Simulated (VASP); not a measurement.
Na, 6 atoms in the cell. The cell holds a slab with vacuum, 6 atoms: a = 4.235 Å, b = 4.235 Å, c = 25.588 Å, α = 90.00°, β = 90.00°, γ = 90.00°. The slab is cut from a database's or a generator's crystal, which needn't be the stable form of the element.

| Property | Result |
| --- | --- |
| Program | VASP 6.6.1 |
| Task | single point |
| Functional | PBE |
| Potentials or basis | VASP PAW PBE potentials, release 64 (Na) |
| Cutoff | 600 eV |
| k mesh | 5 × 5 × 1 |
| Occupations | fermi-dirac, width 0.05 eV |
| Spin | no spin polarisation |
| Dipole correction | yes |
| Further INCAR settings | ALGO = Fast; EDIFF = 1e-06; NBANDS = 12 |

Potentials or basis: VASP PAW PBE potentials, release 64 (Na).

The run is started by

```sh
$ cat potpaw_PBE.64/Na/POTCAR > POTCAR
$ mpirun -np 1 vasp_std > vasp.out
```

Hardware: 1 thread of Intel(R) Xeon(R) Platinum 8259CL CPU @ 2.50GHz (Skylake/Cascade Lake), with other jobs on the host.

Q: How long does it take, and how much memory?

A: It took 77 s on 1 thread of Intel(R) Xeon(R) Platinum 8259CL CPU @ 2.50GHz (Skylake/Cascade Lake), on a shared host, peak memory 0.54 GiB. Counts: scf iterations 18, k points 6.
